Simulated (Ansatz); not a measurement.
# BaHF: from the start to rest

Wanted: the geometry at rest of BaHF (a borrowed structure type, volume estimated), relaxing the atoms in a fixed cell, and its electronic structure there.

Computed, not measured: Ansatz 0.2.0, DFT, PBE, no spin polarisation, plane waves, PAW.

## (1) The system as given

It takes space group P4/nmm (No. 129, tetragonal). The conventional cell has a = 4.055 Å, b = 4.055 Å, c = 6.626 Å, α = 90.00°, β = 90.00°, γ = 90.00°. Ba (site symmetry 4mm) has 4 H at 2.48 Å and 5 F at 2.88 to 3.00 Å as nearest neighbours. H (site symmetry -4m2) has 4 Ba at 2.48 Å as nearest neighbours. F (site symmetry 4mm) has 5 Ba at 2.88 to 3.00 Å as nearest neighbours.

As a file:

```
Ba H F
1.0
     4.05519    0.00000    0.00000
     0.00000    4.05519    0.00000
     0.00000    0.00000    6.62556
Ba H F
2 2 2
Direct
  0.00000 0.50000 0.21500
  0.50000 0.00000 0.78500
  0.00000 0.00000 0.00000
  0.50000 0.50000 0.00000
  0.00000 0.50000 0.65000
  0.50000 0.00000 0.35000
```

The first density is read from a saved solution for the starting cell.

## (2) The walk to rest

Contents of input.yaml:

```yaml
crystal:
  lattice:
    - [4.055188, 0.0, 0.0]
    - [0.0, 4.055188, 0.0]
    - [0.0, 0.0, 6.625559]
  atoms:
    - { symbol: Ba, position: [0.0, 0.5, 0.215] }
    - { symbol: Ba, position: [0.5, 0.0, 0.785] }
    - { symbol: H, position: [0.0, 0.0, 0.0] }
    - { symbol: H, position: [0.5, 0.5, 0.0] }
    - { symbol: F, position: [0.0, 0.5, 0.65] }
    - { symbol: F, position: [0.5, 0.0, 0.35] }
  symmetry: { tolerance: 0.0003 }
kpoints:
  mp_grid: { grid: [6, 6, 4], shift: [0, 0, 0] }
magnetization:
  spin_polarized: false
scf:
  occupations: { method: gaussian, width: 0.0145 }
  lower_state_search: "off"
hamiltonian:
  pseudopotentials: { kind: paw }
  xc: pbe
basis:
  ecutwfc: 420
  fft_grid_basis: typed
relax:
  max_steps: 40
  f_tol: 0.03
output:
  forces: true
  stress: true
  eigenvalues: true
  bader: true
  populations: true
  elf: true
  write_potential: true
  volumetric_format: npy
  dos:
    e_range: [-12, 8]
    de: 0.05
    projected: { site_lists: { Ba: [Ba], F: [F], H: [H] } }
  write_density: true
checkpoint:
  read: saved_state
```

Launch:

```sh
ansatz run input.yaml --threads 2 --pin off --max-ram 2560MiB --backend cpu --events-out ev --progress --plain --runs-dir out
```

What it wrote:

```text
Warning: output.stress: scf.convergence.dr2_threshold = 1e-7 eV (the SCF's general default) is looser than the 6e-10 eV advised for a printed stress (1e-10 eV for each atom of the cell: 6). What an SCF threshold leaves in a stress goes as its square root, and in the free energy as the threshold itself, and one threshold admits the most on a small cell: of the crystals measured, under no hybrid functional and no lock of the moments, on runs that ended without the residual-converged pass, on stresses that held no estimate of that error, the worst erred by over 100 MPa in a component at 1e-7 eV an atom and by under 5 at 1e-10. Every solve of this run answers to scf.convergence.dr2_threshold, and the tensor of one is reported: a single SCF on the reported geometry and on this run's grids (its basis.xc_grid and basis.ecutrho_ratio typed), with scf.convergence.dr2_threshold at 6e-10 eV or tighter, prints it and tightens no other solve. Else set scf.convergence.dr2_threshold to 6e-10 eV or tighter. The threshold is an SCF's pass mark: one that does not reach it within its budget of iterations ends unconverged, or closes short of it on a stop that the run arms, and scf.convergence.dr2_threshold's page says what that costs each kind of run
Warning: checkpoint.read: basis.xc_grid differs: saved 1, current 2 (points along each axis for each point of the dense box; where the key is left out runs that use forces, runs that use the stress, dielectric runs by a finite field, finite-displacement phonons, runs of phonons.displacement_patterns under a GGA or a meta-GGA, phonons by method: dfpt, dielectric runs by the response, runs on support functions, runs on PAW files under a meta-GGA or a hybrid on one, runs at kind: all_electron or under a hybrid on a GGA, runs under a text's formulas of a gradient, and runs on PAW files that evaluate rPW86 or Becke's exchange or LYP's correlation can take a finer level, which can go by the root key accuracy; a number is taken as typed: the saved number, typed, holds this deck to the state's level, where the deck is accepted there); the SCF iterates at this deck's level from the saved density; a trajectory continued from that state goes on on another energy surface; basis.xc_grid: 1, typed and accepted, keeps it on the saved one
Warning: RAYON_NUM_THREADS=2 ignored (pool sized by the plan → 2); use --threads N
Engine: ansatz 0.2.0, x86_64-unknown-linux-gnu
Pseudopotentials: kind: paw
Pseudopotential: Ba, paw, valence charge 10, recommended cutoff 420 eV (normal), Ba.paw.azcp
Pseudopotential: H, paw, valence charge 1, recommended cutoff 420 eV (normal), H.paw.azcp
Pseudopotential: F, paw, valence charge 7, recommended cutoff 420 eV (normal), F.paw.azcp
Functional definition: PBE
  parameter kappa = 0.804
  parameter beta = 0.06672455060314922
  exchange = pbe_x(kappa = kappa, mu = beta*pi^2/3)
  correlation = pbe_c(beta = beta)
Crystal: 6 atoms, lattice volume = 108.954 Å³
Basis set: ecut = 420 eV, 2111 PW (Γ), exchange–correlation on 60×60×90 points (8 copies of the dense FFT grid, shifted against one another)
Bands: 24, of which v1, the nominal top of the filled ones, is band 18 counted from 1 (17 counted from 0)
Symmetry: 16 space group operations
Space group: P4/nmm (ITA 129), of the structure as read, at distance tolerance 1.4e-3 Å
k-points: 30 of 144
Non-local potential: Ba, projectors of the file, l = 0: 3, l = 1: 2, l = 2: 2, l = 3: 2
Non-local potential: H, projectors of the file, l = 0: 2, l = 1: 1
Non-local potential: F, projectors of the file, l = 0: 2, l = 1: 2, l = 2: 1
PAW form: soft (Blöchl's): semilocal exchange-correlation on the pseudo side does not see the compensation charge
PAW one-centre angular grid: Ba, 194 points (default); XC on 64 Gauss nodes
PAW one-centre angular grid: H, 110 points (default); XC on 64 Gauss nodes
PAW one-centre angular grid: F, 110 points (default); XC on 64 Gauss nodes
Initial density: read from a saved state, or passed on in memory by an earlier SCF of this step, an earlier step, the calling program or the single point that the run made first
Initial wavefunctions: pseudopotential atomic-orbital guess
Functional: x = pbe(κ = 0.804, μ = 0.2195149727645171), c = pbe(β = 0.06672455060314922)
iter 1 solved again at ethr=5.94e-7 eV; its pass at ethr=3.10e-3 eV (dr2=2.14e-4 eV) is discarded
SCF iter   1: F=—  HF=-13554.512574 eV  |F-HF|=—  |Δ(HF+E_count)|=         —  Δρ=3.20e-4  dr2=6.64e-5  ethr=5.94e-7  ⟨swp⟩=3.2  Hψ=6141  notcnv=0
preconditioner: auto → Resta (q_TF=auto, 2.268 Å⁻¹)  ε∞=3.7  [insulator: Δε(μ)=4.226 eV  Ē_g=11.514 eV  σ=0.015 eV  W_gap=1.00  n_scr=20 (ndim 8)  ℏωp=18.8 eV  f_vac=0.031  D(μ)=0.00/eV (n_scr^D=0)  ε∞_Penn≈3.7]
SCF iter   2: F=—  HF=-13554.512924 eV  |F-HF|=—  |Δ(HF+E_count)|=   3.50e-4  Δρ=1.66e-4  dr2=1.83e-5  ethr=1.85e-7  ⟨swp⟩=2.9  Hψ=1305  notcnv=0
SCF iter   3: F=—  HF=-13554.513030 eV  |F-HF|=—  |Δ(HF+E_count)|=   1.06e-4  Δρ=9.30e-5  dr2=6.78e-6  ethr=5.07e-8  ⟨swp⟩=2.0  Hψ=1135  notcnv=0
SCF iter   4: F=—  HF=-13554.513034 eV  |F-HF|=—  |Δ(HF+E_count)|=   3.64e-6  Δρ=1.95e-5  dr2=4.93e-7  ethr=1.88e-8  ⟨swp⟩=2.0  Hψ=1165  notcnv=0
SCF iter   5: F=-13554.513035 eV  HF=-13554.513035 eV  |F-HF|=5.85e-8  |Δ(HF+E_count)|=   7.44e-7  Δρ=3.78e-6  dr2=8.01e-9  ethr=2.78e-10  ⟨swp⟩=9.9  Hψ=5433  notcnv=0
SCF 1 converged in 5 iterations: F = -13554.513035 eV  dr2 = 8.01e-9
relax step   1: F+E_penalty+E_count = -13554.51303491 eV  Δ(F+E_penalty+E_count) = +0.000e0 eV  max|allowed force component| = 1.669e0 eV/Å  Δτ_max = 0.0000 Å  (5 SCF iters, accepted)
Initial density: handed on by an earlier stage of this run
Initial wavefunctions: those handed on with the density
iter 1 solved again at ethr=1.64e-3 eV; its pass at ethr=3.10e-3 eV (dr2=5.90e-1 eV) is discarded
SCF iter   1: F=—  HF=-13554.965520 eV  |F-HF|=—  |Δ(HF+E_count)|=         —  Δρ=1.50e-2  dr2=6.06e-1  ethr=1.64e-3  ⟨swp⟩=1.0  Hψ=4360  notcnv=0
preconditioner: auto → Resta (q_TF=auto, 2.268 Å⁻¹)  ε∞=3.6  [insulator: Δε(μ)=2.733 eV  Ē_g=11.722 eV  σ=0.015 eV  W_gap=1.00  n_scr=20 (ndim 8)  ℏωp=18.8 eV  f_vac=0.006  D(μ)=0.00/eV (n_scr^D=0)  ε∞_Penn≈3.6]
SCF iter   2: F=—  HF=-13554.823131 eV  |F-HF|=—  |Δ(HF+E_count)|=   1.42e-1  Δρ=6.19e-3  dr2=1.09e-1  ethr=1.64e-3  ⟨swp⟩=3.5  Hψ=1251  notcnv=0
SCF iter   3: F=—  HF=-13554.796383 eV  |F-HF|=—  |Δ(HF+E_count)|=   2.67e-2  Δρ=1.63e-3  dr2=2.55e-3  ethr=3.01e-4  ⟨swp⟩=3.6  Hψ=1581  notcnv=0  defer=50
SCF iter   4: F=—  HF=-13554.796226 eV  |F-HF|=—  |Δ(HF+E_count)|=   1.57e-4  Δρ=1.34e-3  dr2=1.17e-3  ethr=7.07e-6  ⟨swp⟩=2.9  Hψ=1354  notcnv=0  defer=50
SCF iter   5: F=—  HF=-13554.795973 eV  |F-HF|=—  |Δ(HF+E_count)|=   2.53e-4  Δρ=1.49e-4  dr2=1.73e-5  ethr=3.24e-6  ⟨swp⟩=2.0  Hψ=1277  notcnv=0  defer=50
SCF iter   6: F=-13554.795986 eV  HF=-13554.795985 eV  |F-HF|=5.68e-7  |Δ(HF+E_count)|=   1.23e-5  Δρ=3.20e-5  dr2=8.92e-7  ethr=4.81e-8  ⟨swp⟩=16.6  Hψ=6861  notcnv=0
SCF 2 converged in 6 iterations: F = -13554.795986 eV  dr2 = 8.92e-7
  Residual-converged pass: ⟨swp⟩=1.0  Hψ=840  notcnv=0  max |occ|·‖R‖ = 7.0e-9 eV (tolerance 1.0e-8 eV)  dr2=8.92e-7  dr2_onsite=1.67e-8  max |Δocc| = 0.0e0
relax step   2: F+E_penalty+E_count = -13554.79598597 eV  Δ(F+E_penalty+E_count) = -2.830e-1 eV  max|allowed force component| = 2.863e-1 eV/Å  Δτ_max = 0.1954 Å  (6 SCF iters, dr2 threshold 1.00e-4 eV, accepted)
SCF iter   1: F=—  HF=-13554.871477 eV  |F-HF|=—  |Δ(HF+E_count)|=         —  Δρ=1.16e-2  dr2=1.19e-1  ethr=2.32e-3  ⟨swp⟩=3.3  Hψ=2011  notcnv=0  defer=48
preconditioner: auto → Resta (q_TF=auto, 2.268 Å⁻¹)  ε∞=3.6  [insulator: Δε(μ)=3.702 eV  Ē_g=11.684 eV  σ=0.015 eV  W_gap=1.00  n_scr=20 (ndim 8)  ℏωp=18.8 eV  f_vac=0.018  D(μ)=0.00/eV (n_scr^D=0)  ε∞_Penn≈3.6]
SCF iter   2: F=—  HF=-13554.832028 eV  |F-HF|=—  |Δ(HF+E_count)|=   3.94e-2  Δρ=4.93e-3  dr2=2.24e-2  ethr=3.31e-4  ⟨swp⟩=2.9  Hψ=1311  notcnv=0  defer=48
SCF iter   3: F=—  HF=-13554.824043 eV  |F-HF|=—  |Δ(HF+E_count)|=   7.99e-3  Δρ=1.09e-3  dr2=6.67e-4  ethr=6.23e-5  ⟨swp⟩=3.2  Hψ=1382  notcnv=0  defer=48
SCF iter   4: F=—  HF=-13554.823836 eV  |F-HF|=—  |Δ(HF+E_count)|=   2.07e-4  Δρ=4.94e-4  dr2=1.44e-4  ethr=1.85e-6  ⟨swp⟩=2.0  Hψ=1242  notcnv=0  defer=48
SCF iter   5: F=—  HF=-13554.823812 eV  |F-HF|=—  |Δ(HF+E_count)|=   2.40e-5  Δρ=1.92e-4  dr2=2.46e-5  ethr=4.00e-7  ⟨swp⟩=2.0  Hψ=837  notcnv=0  defer=48
SCF iter   6: F=-13554.823808 eV  HF=-13554.823808 eV  |F-HF|=6.66e-7  |Δ(HF+E_count)|=   3.91e-6  Δρ=4.81e-5  dr2=1.87e-6  ethr=1.42e-8  ⟨swp⟩=15.8  Hψ=6372  notcnv=0
SCF 3 converged in 6 iterations: F = -13554.823808 eV  dr2 = 1.87e-6
  Residual-converged pass: ⟨swp⟩=1.1  Hψ=843  notcnv=0  max |occ|·‖R‖ = 7.0e-9 eV (tolerance 1.0e-8 eV)  dr2=1.87e-6  dr2_onsite=1.57e-7  max |Δocc| = 0.0e0
relax step   3: F+E_penalty+E_count = -13554.82380761 eV  Δ(F+E_penalty+E_count) = -2.782e-2 eV  max|allowed force component| = 4.507e-2 eV/Å  Δτ_max = 0.0709 Å  (6 SCF iters, dr2 threshold 5.12e-6 eV, accepted)
SCF iter   1: F=—  HF=-13554.826160 eV  |F-HF|=—  |Δ(HF+E_count)|=         —  Δρ=2.16e-3  dr2=4.03e-3  ethr=1.18e-4  ⟨swp⟩=3.0  Hψ=1697  notcnv=0  defer=48
preconditioner: auto → Resta (q_TF=auto, 2.268 Å⁻¹)  ε∞=3.6  [insulator: Δε(μ)=3.606 eV  Ē_g=11.712 eV  σ=0.015 eV  W_gap=1.00  n_scr=20 (ndim 8)  ℏωp=18.8 eV  f_vac=0.016  D(μ)=0.00/eV (n_scr^D=0)  ε∞_Penn≈3.6]
SCF iter   2: F=—  HF=-13554.824827 eV  |F-HF|=—  |Δ(HF+E_count)|=   1.33e-3  Δρ=9.42e-4  dr2=7.75e-4  ethr=1.12e-5  ⟨swp⟩=2.5  Hψ=1279  notcnv=0  defer=48
SCF iter   3: F=—  HF=-13554.824546 eV  |F-HF|=—  |Δ(HF+E_count)|=   2.81e-4  Δρ=1.53e-4  dr2=1.13e-5  ethr=2.15e-6  ⟨swp⟩=2.5  Hψ=1148  notcnv=0  defer=48
SCF iter   4: F=—  HF=-13554.824447 eV  |F-HF|=—  |Δ(HF+E_count)|=   9.90e-5  Δρ=9.38e-5  dr2=5.79e-6  ethr=3.15e-8  ⟨swp⟩=2.0  Hψ=1112  notcnv=0  defer=48
SCF iter   5: F=—  HF=-13554.824446 eV  |F-HF|=—  |Δ(HF+E_count)|=   1.32e-6  Δρ=1.08e-5  dr2=2.61e-7  ethr=1.61e-8  ⟨swp⟩=2.0  Hψ=1092  notcnv=0  defer=48
SCF iter   6: F=-13554.824446 eV  HF=-13554.824446 eV  |F-HF|=2.37e-9  |Δ(HF+E_count)|=   5.82e-8  Δρ=5.01e-6  dr2=2.43e-8  ethr=2.78e-10  ⟨swp⟩=13.7  Hψ=5401  notcnv=0
SCF 4 converged in 6 iterations: F = -13554.824446 eV  dr2 = 2.43e-8
relax step   4: F+E_penalty+E_count = -13554.82444600 eV  Δ(F+E_penalty+E_count) = -6.384e-4 eV  max|allowed force component| = 2.807e-3 eV/Å  Δτ_max = 0.0135 Å  (6 SCF iters, accepted)
SCF converged after 6 iterations
Free energy (F): -13554.824446 eV
Harris-Foulkes:  -13554.824446 eV  (|F-HF|=2.37e-9)
Internal energy: -13554.824446 eV  (E = F + TS)
E sigma→0 (E₀):  -13554.824446 eV
Fermi energy:    7.379968 eV
--- Per-component energies (eV) ---
  E_band       = -154.681556
  E_kinetic    = 778.529955
  E_local      = -1891.491554  (includes V_loc(G=0)·N_el)
  E_nonlocal   = 263.109389
  E_hartree    = 701.082174
  E_xc         = -516.854347
  E_vxc        = -502.910171  (∫ρ·V_xc dr)
  E_paw        = -10852.973196  (= ΣΔE_a)
  E_vpaw       = -204.081311  (= ΣTr[D̂ρ^β])
  E_aug_tail   = 0.001741  (compensation charges beyond the density's cutoff)
  E_ewald      = -2036.228607
  E_smearing   = -0.000000  (= −TS)
  E_closure    = -0.000000  (closes the sum)
  Σ components = -13554.824446   (vs F -13554.824446, Δ=0.00e0)
--- Forces (eV/Å), atoms counted from 1 ---
  atom   1  Ba     0.00000000     0.00000000    -0.00031743
  atom   2  Ba     0.00000000     0.00000000     0.00031743
  atom   3  H      0.00000000     0.00000000     0.00000000
  atom   4  H      0.00000000     0.00000000     0.00000000
  atom   5  F      0.00000000     0.00000000     0.00280698
  atom   6  F      0.00000000     0.00000000    -0.00280698
  max |Σ_I F_I| component: 8.47e-22 eV/Å
--- Stress (GPa, compression-positive) ---
       -0.781760       0.000000       0.000000
        0.000000      -0.781760       0.000000
        0.000000       0.000000       1.342306
  P = ⅓ Tr σ = -0.0737 GPa (-0.737 kbar)
--- Band table (eV; the first three rows and the last of 30) ---
  k-point 0: bands = ["-20.0176", "-19.8817", "-15.9191", "-15.9088", "-5.5244", "-5.0368", "-5.0368", "-4.8696", "-4.8294", "-4.8294", "2.4274", "2.4552", "2.4552", "2.7090", "2.7104", "2.7104", "4.4450", "5.5047", "9.6589", "9.8904", "11.0318", "11.0351", "11.2027", "11.2027"]
  k-point 1: bands = ["-19.9995", "-19.9002", "-15.9207", "-15.9085", "-5.4463", "-5.0073", "-5.0073", "-4.9269", "-4.8607", "-4.8607", "2.3485", "2.4540", "2.4540", "2.4704", "2.7130", "2.7130", "4.8214", "5.5297", "9.4472", "9.5989", "11.1819", "11.3838", "11.3838", "11.7442"]
  k-point 2: bands = ["-19.9678", "-19.9323", "-15.9219", "-15.9087", "-5.3396", "-5.0130", "-4.9382", "-4.9382", "-4.9317", "-4.9317", "2.2736", "2.2883", "2.4527", "2.4527", "2.7157", "2.7157", "5.1524", "5.5557", "9.1699", "9.4693", "11.6382", "11.6382", "11.6696", "12.1399"]
  k-point 29: bands = ["-19.8350", "-19.8350", "-15.9405", "-15.9405", "-5.5642", "-5.5642", "-5.4764", "-5.4764", "-4.9900", "-4.9900", "2.3232", "2.3232", "2.4269", "2.4269", "2.7691", "2.7691", "5.3499", "5.3499", "10.4036", "10.4036", "11.3044", "11.3044", "13.0042", "13.0042"]
--- Relaxed structure (4 steps of the walk, 4 accepted, 0 SCFs on fresh bases) ---
  F+E_penalty+E_count = -13554.82444600 eV   max|allowed force component| = 2.807e-3 eV/Å
  atoms:
    - { symbol: Ba, position: [1.955684558532847e-36, 0.5, 0.24170286474295122] }
    - { symbol: Ba, position: [0.5, 1.3920000331701492e-37, 0.758297135257049] }
    - { symbol: H, position: [3.9963988804801656e-36, -1.1597987261185566e-36, 0.0] }
    - { symbol: H, position: [0.5, 0.5, 0.0] }
    - { symbol: F, position: [-5.395524987572835e-36, 0.5, 0.6391799720026843] }
    - { symbol: F, position: [0.5, 4.6440261410318607e-38, 0.3608200279973158] }
--- Löwdin populations: 6 sites ---
  site symbol       q [e]
     0     Ba      8.2949
     1     Ba      8.2949
     2      H      1.6852
     3      H      1.6852
     4      F      7.7798
     5      F      7.7798
  spilling = 0.013341 (of n_electrons = 36.000000)
--- Bader charges: 6 sites ---
  site symbol  charge [e]  shift [e]
     0     Ba      1.5137     0.0000
     1     Ba      1.5137     0.0000
     2      H     -0.6610     0.0000
     3      H     -0.6610     0.0000
     4      F     -0.8528     0.0000
     5      F     -0.8528     0.0000
  estimated error of the sums over rays = 1.6e-4 e
```

Wall time 40 s (2 threads of AMD EPYC 7R43 (Zen 3), shared host); peak memory 0.45 GiB.

Relaxation path:

| step | energy from step 1 (eV/cell) | largest force component (eV/Å) |
| --- | --- | --- |
| 1 | 0.0000 | 1.6688 |
| 2 | -0.2830 | 0.2863 |
| 3 | -0.3108 | 0.0451 |
| 4 | -0.3114 | 0.0028 |

Step 1 is the start.

The largest move, 0.18 Å, is shared by several atoms, Ba1 among them.

## (3) Density of states

Counts of states in windows (eV from the Fermi level; tetrahedra), total and projected:

| from | to | total | Ba s | F p | H s |
| --- | --- | --- | --- | --- | --- |
| -6.0 | -5.0 | 4.18 | 0.16 | 3.83 | 0.05 |
| -5.0 | -4.0 | 7.82 | 0.06 | 7.50 | 0.03 |
| -4.0 | -3.0 | 0.00 | 0.00 | 0.00 | 0.00 |
| -3.0 | -2.0 | 2.34 | 0.26 | 0.14 | 1.67 |
| -2.0 | -1.0 | 1.66 | 0.03 | 0.02 | 1.42 |
| -1.0 | 0.0 | 0.00 | 0.00 | 0.00 | 0.00 |
| 0.0 | 1.0 | 0.00 | 0.00 | 0.00 | 0.00 |
| 1.0 | 2.0 | 0.00 | 0.00 | 0.00 | 0.00 |
| 2.0 | 3.0 | 1.54 | 0.37 | 0.02 | 0.01 |

On the mesh the valence top lies at -1.79 eV and the conduction bottom at 1.79 eV on this scale.

## (4) Atomic charges

Gathered by element (positive charge: electrons given up): Löwdin charges also hold the electrons that the projection spills.

| element | atoms | Bader charge (e) | Bader volume (Å³) | Löwdin charge (e) |
| --- | --- | --- | --- | --- |
| Ba | 2 | +1.51 | 25.9 | +1.71 |
| H | 2 | -0.66 | 11.1 | -0.69 |
| F | 2 | -0.85 | 17.4 | -0.78 |

Löwdin charges rest on a small set of atomic orbitals that misses 1.3 % of the electrons, so they need not add up to the cell's charge and can differ from Bader's even in sign.

## (5) Real-space fields

Maps in the plane spanned by b and c at height 0.000 along a (axes of the input's cell), one cell: b runs left to right (12 points from zero), c bottom to top (20 points), 90° apart. Near the nuclei they are pseudo-fields.

Valence density. Ten steps from '0' (0.01 e/Å³) to '9' (13.70 e/Å³), finer at the low end (step k begins (100^(k/10) - 1)/99 of the way up):
```
431000000013
221000000012
110000000001
000001110000
000023432000
000136863100
000258985200
000147974100
000125652100
000012221000
000011211000
000123332100
000245554200
001354445310
001353135310
001354345310
111245554211
221134443112
432111211123
542100000124
```

ELF. Ten even steps from '0' (0.00) to '9' (1.00):
```
999600000699
998300000389
652000000025
100013431000
000157775100
000478787400
001577477510
001577677510
000367876300
000023432000
000000100000
000357775300
002788888720
004885158840
004880008840
102882028820
631688788613
992268886229
998114541189
999400000499
```

Atoms within 0.2 Å of the plane, in fractions of b and c: Ba at (0.50, 0.24), H at (1.00, 0.00), F at (0.50, 0.64).

At the density minimum on some short contacts:

| contact | length (Å) | minimum at (fraction) | density (e/Å³) | ELF |
| --- | --- | --- | --- | --- |
| Ba1–H3 | 2.584 | 0.60 | 0.173 | 0.19 |

## (6) Summary of results

| quantity | value |
| --- | --- |
| moves | 3 |
| energy gained | 51.9 meV/atom |
| largest move | 0.18 Å (Ba) |
| space group (0.01 Å), before / after | P4/nmm / P4/nmm |
| pressure left in the fixed cell | -0.1 GPa |
| gap (mesh) | 3.58 eV, indirect |
| least direct gap | 3.61 eV |
| Bader charges | Ba +1.51, H -0.66, F -0.85 e |

**Reading.** In the fixed cell the largest move of an atom is 0.18 Å; the energy fell by 51.9 meV per atom. With 16 symmetry operations imposed, the end may be a saddle point towards distortions that break them. It is gapped: 3.58 eV, with the least direct gap at 3.61 eV. Gaps from semilocal functionals tend to lie below the measured ones. By Bader's partition Ba gives up most (+1.51 e) and F takes most (-0.85 e). At the density minimum between Ba and H (2.58 Å) the ELF is 0.19 and the density 0.17 e/Å³, a closed-shell (ionic or weak) contact.

Limits of this run: the SCF threshold is loose for a stress.
